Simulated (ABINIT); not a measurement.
SnTe:

```
Te Sn
1.0
     0.00000    3.61115    3.61115
     3.61115    0.00000    3.61115
     3.61115    3.61115    0.00000
Te Sn
1 1
Direct
  0.25000 0.25000 0.25000
  0.00000 0.00000 0.00000
```

Measurements of this composition are mostly on another form, of space group No. 225.

| Item | Value |
| --- | --- |
| Program | ABINIT 10.8.3 (patched build) |
| Task | relaxation of cell and atoms |
| Functional | LDA |
| Potentials or basis | PseudoDojo NC SR LDA v0.4.1 standard |
| Cutoff | 1088 eV |
| k mesh | 5 × 5 × 5 |
| Occupations | fermi-dirac, width 0.05 eV |
| Spin | no spin polarisation |

At the start: pressure -2.2 GPa; volume 47.09 Å³/atom.

Question: Where does the relaxation end?

Answer: Over 4 steps the energy falls by 30.2 meV/atom and the volume is 42.91 Å³/atom (-8.9 %); space group F-43m (No. 216, to 0.05 Å).

The path:
```
step  energy change (eV)  largest force (eV/Å)  pressure (GPa)  volume (Å³)
   1              0.0000                0.0000           -2.18        94.18
   2             -0.0083                0.0000           -2.04        93.55
   3             -0.0602                0.0000            0.15        85.31
   4             -0.0605                0.0000           -0.01        85.81
```

Final structure:
```
Te Sn
1.0
     0.00000    3.50082    3.50082
     3.50082    0.00000    3.50082
     3.50082    3.50082    0.00000
Te Sn
1 1
Direct
  0.25000 0.25000 0.25000
  0.00000 0.00000 0.00000
```
